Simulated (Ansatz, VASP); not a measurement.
**Two plane-wave programs on TiPt3**

```
CELL_PARAMETERS angstrom
3.90405 0.00000 0.00000
0.00000 3.90405 0.00000
0.00000 0.00000 3.90405
ATOMIC_POSITIONS crystal
Ti 0.00000 0.00000 0.00000
Pt 0.50000 0.50000 0.00000
Pt 0.50000 0.00000 0.50000
Pt 0.00000 0.50000 0.50000
```

Alike in both runs: functional PBE; dispersion D3(BJ); k mesh 12 × 12 × 12; occupations gaussian, width 0.1 eV; no spin polarisation.

Ansatz relaxed the structure, and its values are those at the end. VASP's run is a single point on that final structure, the one shown.

|  | VASP | Ansatz |
| --- | --- | --- |
| version | VASP 6.6.1 | Ansatz 0.2.0 |
| potentials or method | VASP PAW PBE potentials, release 64 (Ti_sv, Pt) | scalar-relativistic, plane waves, PAW |
| plane-wave cutoff (eV) | 520 | 420 |
| valence electrons in the cell | 42 | 66 |

```tsv
	VASP	Ansatz	Ansatz less VASP
gap on the k mesh at the Fermi level (eV)	none	none	-
pressure (GPa)	-0.4	0.0	+0.36
```

A gap of «none» marks a metal or a gap that the smearing closes. The two sets of potentials don't hold the same shells in valence.

Caveats: pairwise dispersion overbinds metals, which lowers pressure and volume. The runs have no spin-orbit coupling, so splittings on Pt are missing.
